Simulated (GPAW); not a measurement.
# AlN (P6_3mc) in GPAW: a series of runs

The runs below take AlN through relaxation of cell and atoms, single point, with RPBE, BLYP, MS2.

Everything below comes from runs of GPAW 26.7.0. Logs are shortened: lines on timing, memory, paths and dates and some standing lists are left out, and cuts for length are marked. The log counts tension as positive stress, the text compression.

**The experiment to reproduce.**

From “Structural and optical properties of self-assembled AlN nanowires grown on SiO2/Si substrates by molecular beam epitaxy”, 2024, arxiv:2402.00216, for a bulk crystal of AlN at 0 K: band gap 6.0343 eV (an exciton energy, a little under the gap).

The results are compared with them further down.

### Step 1. Starting point

It takes space group P6_3mc (No. 186, hexagonal). The conventional cell has a = 3.113 Å, b = 3.113 Å, c = 4.981 Å, α = 90.00°, β = 90.00°, γ = 120.00°. Al (site symmetry 3m) is surrounded by 4 N at 1.89 Å. N (site symmetry 3m) is surrounded by 4 Al at 1.89 Å.

### Step 2. Relaxation of cell and atoms, RPBE

The input, run.py:

```python
from ase.filters import FrechetCellFilter
from ase.io import read, write
from ase.optimize import BFGS
from gpaw import GPAW, PW

atoms = read('AlN.xyz')

calc = GPAW(mode=PW(800),
            xc='RPBE',
            kpts={'size': (7, 7, 4), 'gamma': True},
            occupations={'name': 'fermi-dirac', 'width': 0.05},
            nbands=18,
            convergence={'density': 1e-06, 'energy': 1e-06, 'eigenstates': 1e-10},
            maxiter=150,
            txt='gpaw.txt')
atoms.calc = calc
opt = BFGS(FrechetCellFilter(atoms), trajectory='relax.traj', logfile='-')
done = opt.run(fmax=0.01, steps=40)
calc.write('gs.gpw')
write('result.traj', atoms)
print('Converged:', done)
print('Cell:', atoms.cell.cellpar().round(4))
print('Volume:', round(atoms.get_volume(), 4))
print(atoms.get_scaled_positions().round(5))
```

The input, AlN.xyz:

```xyz
4
Lattice="3.1130000000 0.0000000000 0.0000000000 -1.5565000000 2.6959370820 0.0000000000 0.0000000000 0.0000000000 4.9810000000" Properties=species:S:1:pos:R:3 pbc="T T T"
Al     1.5565000002      0.8986456939      2.4905000000
Al    -0.0000000002      1.7972913881      0.0000000000
N      1.5565000002      0.8986456939      4.3832800000
N     -0.0000000002      1.7972913881      1.8927800000
```

Potentials or basis: the program's PAW data sets (release 1.2.1) made for this functional, pw.

On the command line:

```console
> OMP_NUM_THREADS=1 python run.py
```

gpaw.txt:

```text
__  _  _
 | _ |_)|_||  |
 |__||  | ||/\| - 26.7.0

Input parameters:
  mode=PW(ecut=800.0),
  convergence={'density': 1e-06, 'energy': 1e-06, 'eigenstates': 1e-10},
  kpts=MonkhorstPack(size=(7, 7, 4), gamma=True),
  maxiter=150,
  nbands=18,
  occupations=Occupations(name='fermi-dirac', width=0.05),
  xc=XC(name='RPBE')

Diagonalizing LCAO Hamiltonian
Converting LCAO to pw mode

           N

           Al
        N

        Al

Atoms  # Å, Bohr magnetons
|   | symbol |         x |        y |        z |    initial magnetic moments |
|---|--------|-----------|----------|----------|-----------------------------|
| 0 |     Al |  1.556500 | 0.898646 | 2.490500 | ( 0.0000,  0.0000,  0.0000) |
| 1 |     Al | -0.000000 | 1.797291 | 0.000000 | ( 0.0000,  0.0000,  0.0000) |
| 2 |      N |  1.556500 | 0.898646 | 4.383280 | ( 0.0000,  0.0000,  0.0000) |
| 3 |      N | -0.000000 | 1.797291 | 1.892780 | ( 0.0000,  0.0000,  0.0000) |

Unit cell  # Å
| periodic |         x |        y |        z |  lengths |     angles |
|----------|-----------|----------|----------|----------|------------|
|      yes |  3.113000 | 0.000000 | 0.000000 | 3.113000 |  90.000000 |
|      yes | -1.556500 | 2.695937 | 0.000000 | 3.113000 |  90.000000 |
|      yes |  0.000000 | 0.000000 | 4.981000 | 4.981000 | 120.000000 |

Number of symmetries: 6
Symmetry operations  # r_c * U_cc + t_c -> r_c
|   | kind |            matrix            |
|---|------|------------------------------|
| 0 |  σ   |  1, 1, 0,  0,-1, 0,  0, 0, 1 |
| 1 |  E   |  1, 0, 0,  0, 1, 0,  0, 0, 1 |
| 2 |  C3  |  0, 1, 0, -1,-1, 0,  0, 0, 1 |
| 3 |  σ   |  0,-1, 0, -1, 0, 0,  0, 0, 1 |
| 4 |  σ   | -1, 0, 0,  1, 1, 0,  0, 0, 1 |
| 5 |  C3  | -1,-1, 0,  1, 0, 0,  0, 0, 1 |
[... 216 lines left out ...]
Atoms  # Å, Bohr magnetons
|   | symbol |         x |        y |         z |    initial magnetic moments |
|---|--------|-----------|----------|-----------|-----------------------------|
| 0 |     Al |  1.559359 | 0.900296 |  2.493892 | ( 0.0000,  0.0000,  0.0000) |
| 1 |     Al | -0.000000 | 1.800593 | -0.002024 | ( 0.0000,  0.0000,  0.0000) |
| 2 |      N |  1.559359 | 0.900296 |  4.394846 | ( 0.0000,  0.0000,  0.0000) |
| 3 |      N | -0.000000 | 1.800593 |  1.898919 | ( 0.0000,  0.0000,  0.0000) |

Unit cell  # Å
| periodic |         x |        y |        z |  lengths |     angles |
|----------|-----------|----------|----------|----------|------------|
|      yes |  3.118718 | 0.000000 | 0.000000 | 3.118718 |  90.000000 |
|      yes | -1.559359 | 2.700889 | 0.000000 | 3.118718 |  90.000000 |
|      yes |  0.000000 | 0.000000 | 4.991831 | 4.991831 | 120.000000 |

Number of symmetries: 6
Symmetry operations  # r_c * U_cc + t_c -> r_c
|   | kind |            matrix            |
|---|------|------------------------------|
| 0 |  σ   |  1, 1, 0,  0,-1, 0,  0, 0, 1 |
| 1 |  E   |  1, 0, 0,  0, 1, 0,  0, 0, 1 |
| 2 |  C3  |  0, 1, 0, -1,-1, 0,  0, 0, 1 |
| 3 |  σ   |  0,-1, 0, -1, 0, 0,  0, 0, 1 |
| 4 |  σ   | -1, 0, 0,  1, 1, 0,  0, 0, 1 |
| 5 |  C3  | -1,-1, 0,  1, 0, 0,  0, 0, 1 |
[... 430 lines left out ...]
Stress tensor  # eV/Ang^3
|         x |         y |         z |
|-----------|-----------|-----------|
| -0.008586 |  0.000000 |  0.000000 |
|  0.000000 | -0.008586 |  0.000000 |
|  0.000000 |  0.000000 | -0.001945 |

Forces  # eV/Ang
|       x |       y |        z |
|---------|---------|----------|
| 0.00000 | 0.00000 |  0.11313 |  # Al   0
| 0.00000 | 0.00000 |  0.11318 |  # Al   1
| 0.00000 | 0.00000 | -0.11289 |  # N    2
| 0.00000 | 0.00000 | -0.11226 |  # N    3

Interpolating wave functions to new cell

           N

           Al
        N
[... 217 lines left out ...]
Stress tensor  # eV/Ang^3
|         x |         y |         z |
|-----------|-----------|-----------|
| -0.003509 | -0.000000 | -0.000000 |
| -0.000000 | -0.003509 | -0.000000 |
|  0.000000 | -0.000000 |  0.000827 |

Forces  # eV/Ang
|       x |       y |        z |
|---------|---------|----------|
| 0.00000 | 0.00000 |  0.08794 |  # Al   0
| 0.00000 | 0.00000 |  0.08797 |  # Al   1
| 0.00000 | 0.00000 | -0.08762 |  # N    2
| 0.00000 | 0.00000 | -0.08717 |  # N    3

Interpolating wave functions to new cell

           N

           Al
        N
[... 213 lines left out ...]
Gap: 3.864 eV
Transition (v -> c):
  (s=0, k=0, n=7, [0.00, 0.00, 0.00]) -> (s=0, k=0, n=8, [0.00, 0.00, 0.00])
No difference between direct/indirect transitions

Stress tensor  # eV/Ang^3
|         x |        y |        z |
|-----------|----------|----------|
|  0.000792 | 0.000000 | 0.000000 |
| -0.000000 | 0.000792 | 0.000000 |
| -0.000000 | 0.000000 | 0.000512 |

Forces  # eV/Ang
|        x |       y |        z |
|----------|---------|----------|
|  0.00000 | 0.00000 |  0.02793 |  # Al   0
| -0.00000 | 0.00000 |  0.02793 |  # Al   1
|  0.00000 | 0.00000 | -0.02745 |  # N    2
| -0.00000 | 0.00000 | -0.02738 |  # N    3
[... 218 lines left out ...]
Gap: 3.872 eV
Transition (v -> c):
  (s=0, k=0, n=7, [0.00, 0.00, 0.00]) -> (s=0, k=0, n=8, [0.00, 0.00, 0.00])
No difference between direct/indirect transitions

Stress tensor  # eV/Ang^3
|         x |        y |         z |
|-----------|----------|-----------|
|  0.000949 | 0.000000 |  0.000000 |
| -0.000000 | 0.000949 |  0.000000 |
| -0.000000 | 0.000000 | -0.000790 |

Forces  # eV/Ang
|        x |        y |        z |
|----------|----------|----------|
|  0.00000 |  0.00000 |  0.00540 |  # Al   0
|  0.00000 | -0.00000 |  0.00539 |  # Al   1
| -0.00000 |  0.00000 | -0.00488 |  # N    2
|  0.00000 |  0.00000 | -0.00492 |  # N    3

Interpolating wave functions to new cell

           N

           Al
        N
[... 216 lines left out ...]
Stress tensor  # eV/Ang^3
|         x |         y |         z |
|-----------|-----------|-----------|
|  0.000658 | -0.000000 |  0.000000 |
| -0.000000 |  0.000658 |  0.000000 |
|  0.000000 |  0.000000 | -0.001230 |

Forces  # eV/Ang
|       x |        y |        z |
|---------|----------|----------|
| 0.00000 |  0.00000 |  0.00086 |  # Al   0
| 0.00000 | -0.00000 |  0.00085 |  # Al   1
| 0.00000 | -0.00000 | -0.00034 |  # N    2
| 0.00000 |  0.00000 | -0.00038 |  # N    3

Interpolating wave functions to new cell

           N

           Al
        N
[... 697 lines left out ...]
Forces  # eV/Ang
|        x |       y |        z |
|----------|---------|----------|
| -0.00000 | 0.00000 | -0.00248 |  # Al   0
|  0.00000 | 0.00000 | -0.00246 |  # Al   1
|  0.00000 | 0.00000 |  0.00293 |  # N    2
| -0.00000 | 0.00000 |  0.00298 |  # N    3

# Writing to gs.gpw (mode='')
```

stdout:

```text
Step          Energy          fmax
BFGS:    0      -28.161269        0.608214
BFGS:    1      -28.174999        0.495538
BFGS:    2      -28.210572        0.114630
BFGS:    3      -28.212261        0.089196
BFGS:    4      -28.213317        0.028338
BFGS:    5      -28.213343        0.010338
BFGS:    6      -28.213309        0.013392
BFGS:    7      -28.213312        0.014794
BFGS:    8      -28.213323        0.012901
BFGS:    9      -28.213398        0.006925
Converged: True
Cell: [  3.1535   3.1535   5.0555  90.      90.     120.    ]
Volume: 43.5399
[[0.66667 0.33333 0.4993 ]
 [0.33333 0.66667 0.9993 ]
 [0.66667 0.33333 0.88075]
 [0.33333 0.66667 0.38074]]
```

It took 2.9 min on 1 thread of Arm Neoverse V2, shared host; peak memory 0.27 GiB.

Results:

- Free energy: -28.2134 eV
- Relaxed volume: 10.88 Å³/atom
- Relaxed cell: a = 3.154 Å, b = 3.154 Å, c = 5.055 Å, α = 90.00°, β = 90.00°, γ = 120.00°
- Space group after relaxing (to 0.05 Å): P6_3mc (No. 186)
- Energy gained by relaxing: 13.0 meV/atom
- Ionic steps: 10
- Pressure after relaxing: 0.1 GPa
- Band gap on the k mesh: 3.88 eV, direct

Forces on the atoms (eV/Å):
```
Al   0.000  0.000 -0.002
Al   0.000  0.000 -0.002
N    0.000  0.000  0.003
N    0.000  0.000  0.003
```

Step by step:
| step | energy change (eV) | largest force (eV/Å) | pressure (GPa) | volume (Å³) |
| --- | --- | --- | --- | --- |
| 1 | 0.0000 | 0.1421 | 8.36 | 41.80 |
| 2 | -0.0137 | 0.0782 | 7.07 | 42.05 |
| 3 | -0.0493 | 0.1132 | 1.02 | 43.31 |
| 4 | -0.0510 | 0.0880 | 0.33 | 43.47 |
| 5 | -0.0520 | 0.0279 | -0.11 | 43.57 |
| 6 | -0.0521 | 0.0054 | -0.06 | 43.56 |
| 7 | -0.0520 | 0.0009 | 0.00 | 43.55 |
| 8 | -0.0520 | 0.0017 | 0.03 | 43.54 |
| 9 | -0.0521 | 0.0035 | 0.06 | 43.54 |
| 10 | -0.0521 | 0.0030 | 0.05 | 43.54 |

Final structure:
```xyz
4
Lattice="3.1535 0.0000 0.0000 -1.5768 2.7310 0.0000 0.0000 0.0000 5.0555" Properties=species:S:1:pos:R:3 pbc="T T T"
Al    1.5768    0.9103    2.5242
Al    0.0000    1.8207   -0.0035
N     1.5768    0.9103    4.4526
N     0.0000    1.8207    1.9248
```

Caveat: later steps reuse the first step's grids. RPBE and its kin give volumes clearly too large for solids.

### Step 3. Single point, BLYP

The input, run.py:

```python
from ase.dft.bandgap import bandgap
from ase.io import read, write
from ase.units import GPa
from gpaw import GPAW, PW, setup_paths

setup_paths.insert(0, '.')

atoms = read('AlN.cif')

calc = GPAW(mode=PW(600),
            xc='BLYP',
            kpts={'size': (8, 8, 5), 'gamma': True},
            occupations={'name': 'fermi-dirac', 'width': 0.05},
            nbands=18,
            convergence={'density': 1e-05, 'energy': 1e-05},
            eigensolver={'name': 'davidson', 'niter': 2},
            maxiter=80,
            txt='gpaw.txt')
atoms.calc = calc
energy = atoms.get_potential_energy()
forces = atoms.get_forces()
stress = atoms.get_stress()
calc.write('gs.gpw')
write('result.traj', atoms)
print(f'Energy: {energy:.6f} eV')
print('Forces (eV/A):')
print(forces.round(4))
print('Stress (GPa):', (stress / GPa).round(3))
print('Fermi level:', round(calc.get_fermi_level(), 4), 'eV')
print(f'Gap: {bandgap(calc)[0]:.4f} eV, direct: {bandgap(calc, direct=True)[0]:.4f} eV')
```

The input, AlN.cif:

```cif
data_AlN
_cell_length_a 3.11300000
_cell_length_b 3.11300000
_cell_length_c 4.98100000
_cell_angle_alpha 90.00000000
_cell_angle_beta 90.00000000
_cell_angle_gamma 120.00000000
_space_group_name_H-M_alt 'P6_3mc'
_space_group_name_Hall 'P 6c -2c'
_space_group_IT_number 186
loop_
_space_group_symop_operation_xyz
'x,y,z'
'x-y,x,z+1/2'
'-y,x-y,z'
'-x,-y,z+1/2'
'-x+y,-x,z'
'y,-x+y,z+1/2'
'y,x,z+1/2'
'x,x-y,z'
'x-y,-y,z+1/2'
'-y,-x,z'
'-x,-x+y,z+1/2'
'-x+y,y,z'
loop_
_atom_site_label
_atom_site_type_symbol
_atom_site_symmetry_multiplicity
_atom_site_Wyckoff_symbol
_atom_site_fract_x
_atom_site_fract_y
_atom_site_fract_z
_atom_site_occupancy
Al1 Al 2 b 0.6666666667 0.3333333333 0.5000000000 1
N1 N 2 b 0.6666666667 0.3333333333 0.8800000000 1
```

Potentials or basis: PAW data sets generated in the run's folder for this functional, pw.

On the command line:

```console
> gpaw-setup -f BLYP Al N
> OMP_NUM_THREADS=1 python run.py
```

gpaw.txt:

```text
__  _  _
 | _ |_)|_||  |
 |__||  | ||/\| - 26.7.0

Input parameters:
  mode=PW(ecut=600.0),
  convergence={'density': 1e-05, 'energy': 1e-05},
  eigensolver=Davidson(niter=2),
  kpts=MonkhorstPack(size=(8, 8, 5), gamma=True),
  maxiter=80,
  nbands=18,
  occupations=Occupations(name='fermi-dirac', width=0.05),
  xc=XC(name='BLYP')

Diagonalizing LCAO Hamiltonian
Converting LCAO to pw mode

           N

           Al
        N

        Al

Atoms  # Å, Bohr magnetons
|   | symbol |        x |        y |        z |    initial magnetic moments |
|---|--------|----------|----------|----------|-----------------------------|
| 0 |     Al | 1.556500 | 0.898646 | 2.490500 | ( 0.0000,  0.0000,  0.0000) |
| 1 |     Al | 0.000000 | 1.797291 | 0.000000 | ( 0.0000,  0.0000,  0.0000) |
| 2 |      N | 1.556500 | 0.898646 | 4.383280 | ( 0.0000,  0.0000,  0.0000) |
| 3 |      N | 0.000000 | 1.797291 | 1.892780 | ( 0.0000,  0.0000,  0.0000) |

Unit cell  # Å
| periodic |         x |        y |        z |  lengths |     angles |
|----------|-----------|----------|----------|----------|------------|
|      yes |  3.113000 | 0.000000 | 0.000000 | 3.113000 |  90.000000 |
|      yes | -1.556500 | 2.695937 | 0.000000 | 3.113000 |  90.000000 |
|      yes |  0.000000 | 0.000000 | 4.981000 | 4.981000 | 120.000000 |

Number of symmetries: 6
Symmetry operations  # r_c * U_cc + t_c -> r_c
|   | kind |            matrix            |
|---|------|------------------------------|
| 0 |  σ   |  1, 1, 0,  0,-1, 0,  0, 0, 1 |
[... 129 lines left out ...]
maximum number of iterations: 80

SCF iterations
|iter     | |      energy | eigst |  dens |
|---------|-|-------------|-------|-------|
|iter:   1| |  -32.229283 | -0.28 |       |
|iter:   2| |  -31.004164 | -1.76 | -0.52 |
|iter:   3| |  -27.450988 | -0.73 | -0.57 |
|iter:   4| |  -27.447646 | -2.31 | -1.21 |
|iter:   5| |  -27.456483 | -3.43 | -1.52 |
|iter:   6| |  -27.456556 | -4.71 | -2.68 |
|iter:   7| |  -27.456600c| -5.66 | -3.04 |
|iter:   8| |  -27.456600c| -7.19 | -3.98 |
|iter:   9| |  -27.456600c| -8.40c| -4.33 |
|iter:  10| |  -27.456600c| -9.13c| -4.76 |
|iter:  11| |  -27.456600c|-10.46c| -5.55c|

Converged in 11 steps
Energy contributions relative to reference atoms: (reference = -16182.060368)

Energy contributions:
  Kinetic:          33.456264
  Coulomb:         -27.499426
  Zero:             -0.030983
  External:          0.000000
  Xc:              -33.382455
  Entropy:          -0.000000
  Spinorbit:         0.000000
  ----------------------------
  Free energy:     -27.456600
  Extrapolated:    -27.456600

dipole moment: (-0.000000, -0.000001, -6.928875)  # |e|*Ang

Fermi level: 7.455
Eigenvalues  # (at kpt = [0.000, 0.000, 0.000])
| band index |      eig [eV] | occ [0-2] |
|------------|---------------|-----------|
|          0 |        -8.550 |     2.000 |
|          1 |        -6.439 |     2.000 |
|          2 |         0.691 |     2.000 |
|          3 |         5.720 |     2.000 |
|          4 |         5.720 |     2.000 |
|          5 |         6.356 |     2.000 |
[... 8 lines left out ...]
|         14 |        19.788 |     0.000 |
|         15 |        19.788 |     0.000 |
|        ... |               |           |
|         17 |        21.819 |     0.000 |

Gap: 4.530 eV
Transition (v -> c):
  (s=0, k=0, n=7, [0.00, 0.00, 0.00]) -> (s=0, k=0, n=8, [0.00, 0.00, 0.00])
No difference between direct/indirect transitions

Forces  # eV/Ang
|        x |        y |        z |
|----------|----------|----------|
|  0.00000 |  0.00000 | -0.11552 |  # Al   0
| -0.00000 |  0.00000 | -0.11550 |  # Al   1
| -0.00000 |  0.00000 |  0.11267 |  # N    2
|  0.00000 | -0.00000 |  0.11264 |  # N    3

Stress tensor  # eV/Ang^3
|         x |        y |         z |
|-----------|----------|-----------|
|  0.002066 | 0.000000 | -0.000000 |
|  0.000000 | 0.002066 |  0.000000 |
| -0.000000 | 0.000000 | -0.010775 |

# Writing to gs.gpw (mode='')
```

It took 14 s on 1 thread of Intel Xeon 6975P-C (Granite Rapids), shared host; peak memory 0.16 GiB.

Results:

```yaml
Free_energy: -27.4566 eV
Pressure: 0.4 GPa
Largest_force: 0.116 eV/Å
Band_gap_on_the_k_mesh: 4.53 eV, direct
```

Forces on the atoms (eV/Å):
```
Al   0.000  0.000 -0.116
Al   0.000  0.000 -0.116
N    0.000  0.000  0.113
N    0.000  0.000  0.113
```

Caveat: the cutoff is short for stress and forces, so pressures can be off by a GPa or more.

[end of part 1 of 2]
